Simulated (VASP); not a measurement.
BaZrO3:

```
Ba Zr O
1.0
     4.18937    0.00000    0.00000
     0.00000    4.18937    0.00000
     0.00000    0.00000    4.18937
Ba Zr O
1 1 3
Direct
  0.00000 0.00000 0.00000
  0.50000 0.50000 0.50000
  0.00000 0.50000 0.50000
  0.50000 0.00000 0.50000
  0.50000 0.50000 0.00000
```

Base run:

- Program: VASP 6.6.1
- Functional: PBE-EpsX
- Potentials or basis: VASP PAW PBE potentials, release 64 (Ba_sv, Zr_sv, O)
- Cutoff: 520 eV
- k mesh: 4 × 4 × 4
- Occupations: gaussian, width 0.03 eV
- Spin: no spin polarisation

Its results: band gap on the k mesh 5.01 eV, indirect (least direct gap 5.29 eV); pressure 2.0 GPa.

**Question.** The run is repeated on the same cell with these changes: functional from PBE-EpsX to PBE0. What comes out?

**Answer.** Band gap on the k mesh 5.43 eV, indirect (least direct gap 5.72 eV); pressure 1.4 GPa.

Caveats: the PAW data sets were made with another functional, which shifts forces and pressure a little; spin-orbit coupling is left out, which moves the levels of the heavy elements.
